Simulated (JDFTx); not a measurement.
## Si under changes of volume

One of the cells (20.126 Å³/atom); the others are scaled copies at fixed shape and fractional positions:

```
Si
1.0
     3.83132    0.00000    0.00000
    -1.91566    3.31802    0.00000
     0.00000    0.00000    6.33262
Si
4
Direct
  0.66667 0.33333 0.93699
  0.33333 0.66667 0.43699
  0.66667 0.33333 0.56301
  0.33333 0.66667 0.06301
```

This isn't the form of Si at room conditions, which is diamond.

| Item | Value |
| --- | --- |
| Program | JDFTx 1.7.0 (patched build) |
| Functional | PBEsol |
| Potentials or basis | PseudoDojo-SR-PBEsol-0.4.1-standard with smoothed tails |
| Cutoff | 490 eV |
| Density cutoff | 3918 eV |
| k mesh | 8 × 8 × 4 |
| Occupations | fermi-dirac, width 0.05 eV |
| Spin | no spin polarisation |

```tsv
volume (Å³/atom)	energy over the lowest point (meV/atom)	pressure (GPa)	gap on the mesh (eV)	largest force (eV/Å)
18.918	?	?	?	?
19.321	7.11	3.5	0.21	0.009
19.723	1.01	1.4	0.26	0.000
20.126	0.00	-0.6	0.30	0.009
20.528	3.58	-2.3	0.34	0.017
20.931	11.28	-3.9	0.38	0.024
21.333	22.69	-5.2	0.42	0.030
```

Problem. What does the run at 18.918 Å³/atom give?

Solution. Energy over the lowest point 18.87 meV/atom; pressure 5.9 GPa; gap on the mesh 0.16 eV; largest force 0.019 eV/Å.

Worked out: A Birch-Murnaghan fit of order 3 (a polynomial in V^(-2/3)) to the other rows has its minimum at 20.01 Å³/atom with B0 = V·E''(V) = 93 GPa and B' = 4.3 at fixed shape and positions, which overstates the stiffness. It gives 18.90 meV/atom at 18.918 Å³/atom, against the run's 18.87, and -dE/dV = 5.9 GPa, against 5.9. A straight line through the other rows of the gap, of slope 2.09 eV per unit of ln V, extrapolates to 0.17 eV, against the run's 0.16.

Energies are extrapolated to zero smearing.

A mesh can miss the band edges.
